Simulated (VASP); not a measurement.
# Ga11P12 (a cell with a defect) in VASP: settings compared, part 2 of 2

VASP 6.6.1. Earlier steps stand in the parts before.

## 3. Single point, PBEsol, collinear spin, ferromagnetic start

File INCAR:

```
PREC = Accurate
ENCUT = 350
EDIFF = 1E-5
ISMEAR = 0
SIGMA = 0.03
LREAL = Auto
LASPH = True
NELM = 120
ALGO = Normal
ISIF = 2
LWAVE = False
LCHARG = False
ISPIN = 2
MAGMOM = 0 0 0 0 0 0 0 0 0 0 0 0.25 0.25 0.25 0 0 0 0 0 0.25 0 0 0
LORBIT = 11
GGA = PS
ISYM = 0
KPAR = 2
```

File KPOINTS:

```
regular mesh
0
Gamma
  2 2 2
```

File POSCAR:

```
Ga11P12                                 
1.0
    0.0000000000      8.1757500000      8.1757500000
    5.4505000000      0.0000000000      5.4505000000
    5.4505000000      5.4505000000      0.0000000000
  Ga              P             
    11    12
Direct
     0.9999748965146759    0.9985958832285762    0.5012820310130858
     0.0000953492124185    0.4984842414540434    0.0018564584483199
     0.0003352068146607    0.4973809536657427    0.4994586455912811
     0.3310142789293304    0.9995675487965294    0.0009231457398139
     0.3293648234028296    0.9999017990348519    0.5026121758167863
     0.3295825969516229    0.5011898691536865    0.0019536396265873
     0.3333971210315836    0.4982014607401772    0.5000466484291686
     0.6701895351395477    0.0008145017356966    0.0020814861617777
     0.6696000718461623    0.0007098216791416    0.4915255954395900
     0.6698282597253953    0.4903810394177591    0.0018683844057356
     0.6681345405009322    0.4982140521113038    0.4994830609373997
     0.0818851317374769    0.1223322473275465    0.1250169613246864
     0.0811308746151183    0.1206390533737121    0.6337516551970594
     0.0813261683276123    0.6321526342540129    0.1225870326880930
     0.0832728263913012    0.6227391898055328    0.6258343727385380
     0.4179231212434626    0.1236824326869540    0.1251969400781897
     0.4176631041577337    0.1227765120676184    0.6240372497263700
     0.4179725938320807    0.6227353197948348    0.1244657374255692
     0.4172392419176351    0.6230111641444083    0.6253323953249685
     0.7649106908947554    0.1168920684186902    0.1180309852098594
     0.7499309591874466    0.1230566587771897    0.6255543279140073
     0.7500179339727956    0.6243221343895828    0.1242644297002638
     0.7502736736534278    0.6244204139424098    0.6255436410628431
```

Potentials or basis: VASP PAW PBE potentials, release 64 (Ga_d, P).

Command:

```
cat potpaw_PBE.64/Ga_d/POTCAR potpaw_PBE.64/P/POTCAR > POTCAR
mpirun -np 4 vasp_std > vasp.out
```

Run time: 3.6 min. Hardware: 4 MPI ranks of Intel Xeon 6975P-C (Granite Rapids), shared host; peak memory 0.46 GiB.

It converged, with:

```
Free energy                                           : -110.8773 eV
Pressure                                              : -2.1 GPa
Largest force                                         : 0.122 eV/Å
Band gap on the k mesh                                : none (metal or under the smearing width)
Net moment                                            : 0.25 μB per cell
Site moments                                          : Ga +0.00, -0.00; P +0.03, +0.05, -0.00, +0.00 μB
Valence electrons inside the program's atomic spheres : Ga 11.71, 11.72; P 2.44, 2.45, 2.52, 2.50, 2.47
```

Forces in eV/Å, atoms in the order of the input:
```
Ga   0.033 -0.016 -0.064
Ga   0.030 -0.076 -0.006
Ga   0.071 -0.041 -0.033
Ga  -0.007  0.033  0.032
Ga   0.007  0.030  0.004
Ga   0.007  0.006  0.015
Ga   0.006  0.001  0.003
Ga   0.048  0.077  0.081
Ga  -0.043 -0.014  0.050
Ga  -0.051  0.045 -0.021
Ga   0.019  0.016  0.018
P   -0.060  0.021  0.020
P    0.007 -0.008  0.056
P    0.014  0.061 -0.011
P   -0.010  0.002  0.011
P   -0.003 -0.050 -0.051
P    0.013 -0.006 -0.014
P    0.016 -0.017 -0.021
P   -0.017 -0.011  0.011
P   -0.056 -0.009 -0.009
P   -0.004 -0.019 -0.038
P    0.002 -0.021 -0.022
P   -0.022 -0.004 -0.012
```

Stress tensor (GPa, compression positive):
```
-2.08  0.03  0.04
 0.03 -2.17 -0.21
 0.04 -0.21 -2.18
```

Levels at points of the mesh, in eV from the Fermi level:
Spin up:
| k point | band 98 | band 99 | band 100 | band 101 | band 102 | band 103 | band 104 | band 105 |
| --- | --- | --- | --- | --- | --- | --- | --- | --- |
| (0.00, 0.00, 0.00) | -0.59 | -0.28 | -0.26 | 0.36 | 0.39 | 0.42 | 1.72 | 1.75 |
| (0.50, 0.00, 0.00) | -0.70 | -0.53 | -0.19 | -0.18 | 0.24 | 0.26 | 1.68 | 1.77 |
| (0.00, 0.50, 0.00) | -0.98 | -0.83 | -0.54 | -0.53 | 0.04 | 0.11 | 2.21 | 2.28 |
| (0.00, 0.00, 0.50) | -0.98 | -0.83 | -0.54 | -0.53 | 0.04 | 0.11 | 2.22 | 2.28 |
| (0.50, 0.00, 0.50) | -1.16 | -1.09 | -0.98 | -0.68 | -0.32 | 0.00 | 2.49 | 2.51 |
| (0.50, 0.50, 0.00) | -1.16 | -1.09 | -0.98 | -0.68 | -0.32 | 0.00 | 2.49 | 2.51 |
| (0.00, 0.50, 0.50) | -1.09 | -1.05 | -1.03 | -0.50 | -0.13 | 0.09 | 2.29 | 2.38 |
| (0.50, 0.50, 0.50) | -1.07 | -0.93 | -0.79 | -0.62 | -0.13 | -0.05 | 2.45 | 2.59 |
Spin down:
```csv
k point,band 99,band 100,band 101,band 102,band 103,band 104
"(0.00, 0.00, 0.00)",-0.24,-0.23,0.38,0.48,0.48,1.73
"(0.50, 0.00, 0.00)",-0.52,-0.19,-0.18,0.34,0.36,1.69
"(0.00, 0.50, 0.00)",-0.77,-0.54,-0.52,0.10,0.17,2.22
"(0.00, 0.00, 0.50)",-0.77,-0.54,-0.52,0.10,0.17,2.22
"(0.50, 0.00, 0.50)",-1.05,-0.98,-0.68,-0.30,0.10,2.49
"(0.50, 0.50, 0.00)",-1.05,-0.98,-0.67,-0.30,0.10,2.49
"(0.00, 0.50, 0.50)",-1.02,-1.00,-0.49,-0.11,0.21,2.30
"(0.50, 0.50, 0.50)",-0.93,-0.79,-0.61,-0.11,0.08,2.45
```

Caveat: the k mesh is coarse (spacing up to 0.50 Å⁻¹), so the values aren't converged; the cutoff is under 1.25 times the usual one of these potentials, so pressure, stress and relaxed cells hold a basis-set (Pulay) error; the PAW data sets were made with another functional, which shifts forces and pressure a little.

## 4. Single point, LDA, collinear spin, ferromagnetic start

INCAR, as its differences from that of step 3:

```diff
@@ -15,3 +15,4 @@
 LORBIT = 11
-GGA = PS
+NUPDOWN = 1
+GGA = CA
 ISYM = 0
```

KPOINTS is that of step 3.

POSCAR is that of step 3.

Potentials or basis: VASP PAW LDA potentials, release 64 (Ga_d, P).

Command:

```
cat potpaw_LDA.64/Ga_d/POTCAR potpaw_LDA.64/P/POTCAR > POTCAR
mpirun -np 4 vasp_std > vasp.out
```

OUTCAR:

```text
PREC = Accurate
   ENCUT = 350
   EDIFF = 1E-5
   ISMEAR = 0
   LREAL = Auto
   LASPH = True
   NELM = 120
   ISIF = 2
   ISPIN = 2
   LORBIT = 11
   NUPDOWN = 1
   GGA = CA
   ISYM = 0

 ion  position               nearest neighbor table
   1  1.000  0.999  0.501-  21 2.36  15 2.37  12 2.37  13 2.37
   2  0.000  0.498  0.002-  22 2.36  15 2.37  12 2.37  14 2.37
   3  0.000  0.497  0.499-  23 2.36  15 2.37  13 2.37  14 2.37
   4  0.331  1.000  0.001-  12 2.35  18 2.37  17 2.37  16 2.38
   5  0.329  1.000  0.503-  13 2.34  17 2.37  19 2.37  16 2.38
   6  0.330  0.501  0.002-  14 2.34  19 2.37  18 2.37  16 2.38
   7  0.333  0.498  0.500-  15 2.36  17 2.36  18 2.36  19 2.37
   8  0.670  0.001  0.002-  20 2.36  22 2.37  21 2.37  16 2.38
   9  0.670  0.001  0.492-  20 2.35  23 2.37  21 2.37  17 2.38
  10  0.670  0.490  0.002-  20 2.35  23 2.37  22 2.37  18 2.38
  11  0.668  0.498  0.499-  21 2.36  22 2.36  23 2.36  19 2.37
  12  0.082  0.122  0.125-   4 2.35   2 2.37   1 2.37
  13  0.081  0.121  0.634-   5 2.34   1 2.37   3 2.37
  14  0.081  0.632  0.123-   6 2.34   2 2.37   3 2.37
  15  0.083  0.623  0.626-   7 2.36   1 2.37   2 2.37   3 2.37
  16  0.418  0.124  0.125-   5 2.38   6 2.38   8 2.38   4 2.38
[... 2060 lines left out ...]
 -----------------------------------------------------------------------------
  energy-cutoff  :      350.00
  volume of cell :      485.77
      direct lattice vectors                 reciprocal lattice vectors
     0.000000000  8.175750000  8.175750000    -0.061156469  0.061156469  0.061156469
     5.450500000  0.000000000  5.450500000     0.091734703 -0.091734703  0.091734703
     5.450500000  5.450500000  0.000000000     0.091734703  0.091734703 -0.091734703

 POSITION                                       TOTAL-FORCE (eV/Angst)
 -----------------------------------------------------------------------------------
      8.17508     10.90778     13.61839         0.002789     -0.004689      0.000923
      2.72711      0.01090      2.71777        -0.002178     -0.012193      0.004233
      5.43327      2.72504      2.71372         0.008641     -0.011384     -0.002639
      5.45317      2.71132      8.15443        -0.010585      0.001942      0.000161
      8.18945      5.43229      8.14277         0.006559     -0.005257     -0.000900
      2.74238      2.70523      5.42632         0.004823      0.000061     -0.019594
[... 15 lines left out ...]
      4.08017      6.80926      9.53483        -0.001786      0.006381      0.002101
      6.81293      9.54358      9.53745        -0.013638      0.003760     -0.005322
 -----------------------------------------------------------------------------------
    total drift:                               -0.016401      0.008728     -0.010412

  FREE ENERGIE OF THE ION-ELECTRON SYSTEM (eV)
  ---------------------------------------------------
  free  energy   TOTEN  =      -116.6740437653 eV

  energy  without entropy=     -116.6699313280  energy(sigma->0) =     -116.67198755

 total charge

# of ion       s       p       d       tot
------------------------------------------
    1        0.876   0.849  10.004  11.729
    2        0.876   0.848  10.004  11.729
    3        0.876   0.845  10.004  11.725
    4        0.877   0.848  10.003  11.727
    5        0.872   0.857  10.004  11.733
    6        0.872   0.858  10.004  11.734
[... 15 lines left out ...]
   22        1.022   1.514   0.000   2.535
   23        1.021   1.515   0.000   2.536
--------------------------------------------------
tot         22.060  27.029 110.054 159.143

 magnetization (x)

# of ion       s       p       d       tot
------------------------------------------
    1       -0.001   0.003   0.002   0.005
    2       -0.001   0.003   0.002   0.005
    3       -0.001   0.002   0.002   0.004
    4       -0.000   0.010   0.003   0.012
    5        0.000   0.003   0.003   0.006
    6        0.000   0.003   0.003   0.006
[... 15 lines left out ...]
   22        0.000   0.008   0.000   0.009
   23        0.000   0.008   0.000   0.008
--------------------------------------------------
tot          0.023   0.471   0.027   0.522
```

OSZICAR:

```text
N       E                     dE             d eps       ncg     rms          rms(c)
DAV:   1     0.199873667653E+04    0.19987E+04   -0.67351E+04  4008   0.191E+03
DAV:   2     0.287099257786E+03   -0.17116E+04   -0.16579E+04  4224   0.554E+02
DAV:   3    -0.805092454729E+02   -0.36761E+03   -0.34214E+03  4696   0.187E+02
DAV:   4    -0.117500173558E+03   -0.36991E+02   -0.36100E+02  4780   0.575E+01
DAV:   5    -0.119854822015E+03   -0.23546E+01   -0.23333E+01  5920   0.151E+01    0.143E+01
DAV:   6    -0.117150298006E+03    0.27045E+01   -0.55130E+00  5920   0.142E+01    0.848E+00
DAV:   7    -0.116701468341E+03    0.44883E+00   -0.25548E+00  4544   0.575E+00    0.301E+00
DAV:   8    -0.116671513365E+03    0.29955E-01   -0.39671E-01  4568   0.597E+00    0.134E+00
DAV:   9    -0.116673768317E+03   -0.22550E-02   -0.11647E-01  4864   0.205E+00    0.521E-01
DAV:  10    -0.116673823071E+03   -0.54754E-04   -0.20786E-02  4814   0.107E+00    0.206E-01
DAV:  11    -0.116673865312E+03   -0.42240E-04   -0.47832E-03  4752   0.634E-01    0.983E-02
DAV:  12    -0.116673958408E+03   -0.93096E-04   -0.14392E-03  4716   0.370E-01    0.529E-02
DAV:  13    -0.116674010003E+03   -0.51596E-04   -0.53219E-04  4600   0.291E-01    0.270E-02
DAV:  14    -0.116674030233E+03   -0.20230E-04   -0.21022E-04  4090   0.146E-01    0.153E-02
DAV:  15    -0.116674040952E+03   -0.10719E-04   -0.11385E-04  3368   0.876E-02    0.875E-03
DAV:  16    -0.116674043765E+03   -0.28134E-05   -0.40228E-05  3164   0.707E-02
   1 F= -.11667404E+03 E0= -.11667199E+03  d E =-.411244E-02  mag=     1.0000
```

stdout:

```text
POSCAR found type information on POSCAR GaP
 POSCAR found :  2 types and      23 ions
 scaLAPACK will be used
 LDA part: xc-table for (Slater(with rela. corr.)+CA(PZ))
 , standard interpolation
 POSCAR, INCAR and KPOINTS ok, starting setup
 FFT: planning ... GRIDC
 FFT: planning ... GRID_SOFT
 FFT: planning ... GRID
 WAVECAR not read
 entering main loop
```

It took 2.7 min on 4 MPI ranks of Intel Xeon 6975P-C (Granite Rapids), shared host; peak memory 0.37 GiB.

Results:

```
Free energy                                           : -116.6740 eV
Pressure                                              : -4.0 GPa
Largest force                                         : 0.099 eV/Å
Net moment                                            : 1.00 μB per cell
Site moments                                          : Ga +0.01, +0.00; P +0.08, -0.00, +0.03, +0.01, +0.00, +0.12 μB
Valence electrons inside the program's atomic spheres : Ga 11.73, 11.72, 11.74; P 2.46, 2.54, 2.52, 2.53, 2.48
```

Forces on the atoms (eV/Å):
```
Ga   0.003 -0.005  0.001
Ga  -0.002 -0.012  0.004
Ga   0.009 -0.011 -0.003
Ga  -0.011  0.002  0.000
Ga   0.007 -0.005 -0.001
Ga   0.005  0.000 -0.020
Ga  -0.001 -0.003 -0.001
Ga   0.012  0.005  0.009
Ga  -0.008 -0.029  0.020
Ga  -0.016  0.015 -0.035
Ga   0.021 -0.011 -0.010
P    0.054  0.058  0.059
P   -0.062 -0.043  0.060
P   -0.054  0.065 -0.048
P    0.012 -0.017 -0.008
P   -0.015  0.008  0.008
P    0.010  0.001  0.001
P    0.013 -0.001 -0.014
P   -0.009  0.001  0.022
P    0.056 -0.032 -0.033
P   -0.008  0.005 -0.011
P   -0.002  0.006  0.002
P   -0.014  0.004 -0.005
```

Caveat: the k mesh is coarse (spacing up to 0.50 Å⁻¹), so the values aren't converged; the cutoff is under 1.25 times the usual one of these potentials, so pressure, stress and relaxed cells hold a basis-set (Pulay) error; the total moment is fixed, so each spin has its own Fermi level.

## 5. Single point, PBEsol, collinear spin, ferromagnetic start

INCAR, as its differences from that of step 4:

```diff
@@ -16,4 +16,4 @@
 NUPDOWN = 1
-GGA = CA
+GGA = PS
 ISYM = 0
-KPAR = 2
+KPAR = 4
```

File KPOINTS:

```
regular mesh
0
Gamma
  2 3 3
```

POSCAR is that of step 4.

Potentials or basis: VASP PAW PBE potentials, release 64 (Ga_d, P).

Command:

```
cat potpaw_PBE.64/Ga_d/POTCAR potpaw_PBE.64/P/POTCAR > POTCAR
mpirun -np 4 vasp_std > vasp.out
```

Run time: 4.2 min. Hardware: 4 MPI ranks of Intel Xeon 6975P-C (Granite Rapids), shared host; peak memory 0.78 GiB.

It converged, with:

* Free energy: -111.4029 eV
* Pressure: -2.3 GPa
* Largest force: 0.091 eV/Å
* Net moment: 1.00 μB per cell
* Site moments: Ga +0.00, +0.01; P +0.07, +0.06, +0.01, +0.04, +0.02, +0.16 μB
* Valence electrons inside the program's atomic spheres: Ga 11.71, 11.72; P 2.45, 2.52, 2.50, 2.51, 2.46

Forces in eV/Å, atoms in the order of the input:
```
Ga  -0.006  0.033  0.071
Ga  -0.009  0.059  0.042
Ga  -0.054  0.004  0.012
Ga   0.032  0.024  0.024
Ga  -0.003  0.024  0.001
Ga  -0.003  0.003  0.010
Ga   0.007  0.012  0.014
Ga  -0.014  0.043  0.047
Ga  -0.023  0.061  0.034
Ga  -0.031  0.029  0.056
Ga   0.010  0.013  0.015
P   -0.054 -0.052 -0.052
P    0.056 -0.010 -0.059
P    0.064 -0.055 -0.014
P    0.014 -0.027 -0.018
P    0.029 -0.008 -0.008
P   -0.012 -0.040 -0.002
P   -0.008 -0.004 -0.056
P    0.007 -0.016  0.006
P   -0.028 -0.018 -0.020
P    0.002 -0.027 -0.048
P    0.008 -0.031 -0.030
P    0.016 -0.016 -0.024
```

Stress tensor (GPa, compression positive):
```
-2.29 -0.12 -0.11
-0.12 -2.25  0.10
-0.11  0.10 -2.26
```

Caveat: the cutoff is under 1.25 times the usual one of these potentials, so pressure, stress and relaxed cells hold a basis-set (Pulay) error; the PAW data sets were made with another functional, which shifts forces and pressure a little; the total moment is fixed, so each spin has its own Fermi level.

## 6. Single point, PBEsol, collinear spin, ferromagnetic start

File INCAR:

```
PREC = Accurate
ENCUT = 350
EDIFF = 1E-5
ISMEAR = 0
SIGMA = 0.03
LREAL = Auto
LASPH = True
NELM = 120
ALGO = Normal
ISIF = 2
LWAVE = False
LCHARG = False
ISPIN = 2
MAGMOM = 0 0 0 0 0 0 0 0 0 0 0 0.75 0.75 0.75 0 0 0 0 0 0.75 0 0 0
LORBIT = 11
NUPDOWN = 3
GGA = PS
ISYM = 0
KPAR = 2
```

File KPOINTS:

```
regular mesh
0
Gamma
  2 2 2
```

POSCAR is that of step 5.

Potentials or basis: VASP PAW PBE potentials, release 64 (Ga_d, P).

Command:

```
cat potpaw_PBE.64/Ga_d/POTCAR potpaw_PBE.64/P/POTCAR > POTCAR
mpirun -np 4 vasp_std > vasp.out
```

It took 2.7 min on 4 MPI ranks of Intel Xeon 6975P-C (Granite Rapids), shared host; peak memory 0.47 GiB.

It converged, with:

* Free energy: -110.3180 eV
* Pressure: -1.8 GPa
* Largest force: 0.308 eV/Å
* Net moment: 3.00 μB per cell
* Site moments: Ga +0.02, +0.01, +0.03; P +0.27, +0.26, +0.03, +0.10, +0.05, +0.22, +0.04 μB
* Valence electrons inside the program's atomic spheres: Ga 11.71, 11.72; P 2.46, 2.52, 2.51

Forces in eV/Å, atoms in the order of the input:
```
Ga  -0.053  0.073  0.295
Ga  -0.056  0.287  0.081
Ga  -0.291  0.055  0.064
Ga   0.166 -0.011 -0.012
Ga   0.045 -0.073 -0.027
Ga   0.044 -0.025 -0.086
Ga   0.089 -0.083 -0.082
Ga   0.077 -0.033 -0.030
Ga   0.075 -0.049 -0.062
Ga   0.069 -0.066 -0.055
Ga   0.124 -0.098 -0.098
P    0.019 -0.110 -0.107
P    0.114 -0.148 -0.060
P    0.120 -0.058 -0.155
P    0.008 -0.032 -0.022
P   -0.055  0.053  0.052
P   -0.118  0.051  0.062
P   -0.116  0.059  0.037
P   -0.049  0.087  0.109
P   -0.111  0.035  0.033
P   -0.047  0.050 -0.014
P   -0.043  0.002  0.049
P   -0.011  0.036  0.028
```

Stress tensor (GPa, compression positive):
```
-1.79  0.28  0.28
 0.28 -1.80 -0.09
 0.28 -0.09 -1.81
```

Caveat: the k mesh is coarse (spacing up to 0.50 Å⁻¹), so the values aren't converged; the cutoff is under 1.25 times the usual one of these potentials, so pressure, stress and relaxed cells hold a basis-set (Pulay) error; the PAW data sets were made with another functional, which shifts forces and pressure a little; the total moment is fixed, so each spin has its own Fermi level.

## 7. Summary

| task | level | potentials or basis | fixed moment (μB) | cell | k mesh | mesh quality | pressure (GPa) | moment (μB) | largest force (eV/Å) |
| --- | --- | --- | --- | --- | --- | --- | --- | --- | --- |
| relaxation of the atoms | PBEsol | VASP PAW PBE potentials, release 64 (Ga_d, P) | 1 | atoms relaxed from: atoms moved at random, drawn with an rms of 0.05 Å | 2 × 2 × 2 | coarse | -2.1 | 1.00 | 0.03 |
| single point | PBEsol | VASP PAW PBE potentials, release 64 (Ga_d, P) | - | as given | 2 × 2 × 2 | coarse | -2.1 | 0.25 | 0.12 |
| single point | LDA | VASP PAW LDA potentials, release 64 (Ga_d, P) | 1 | as given | 2 × 2 × 2 | coarse | -4.0 | 1.00 | 0.10 |
| single point | PBEsol | VASP PAW PBE potentials, release 64 (Ga_d, P) | 1 | as given | 2 × 3 × 3 | not flagged | -2.3 | 1.00 | 0.09 |
| single point | PBEsol | VASP PAW PBE potentials, release 64 (Ga_d, P) | 3 | as given | 2 × 2 × 2 | coarse | -1.8 | 3.00 | 0.31 |

Alike in all rows: spin collinear, ferromagnetic start; cutoff (eV) 350; smearing gaussian 0.03 eV.

Caveats: some runs use coarse meshes; the cutoff is under 1.25 times the usual one of these potentials, so pressure, stress and relaxed cells hold a basis-set (Pulay) error; the PAW data sets were made with another functional, which shifts forces and pressure a little (some runs); the total moment is fixed, so each spin has its own Fermi level (some runs).

Absolute energies hang on the potentials; compare differences alone.
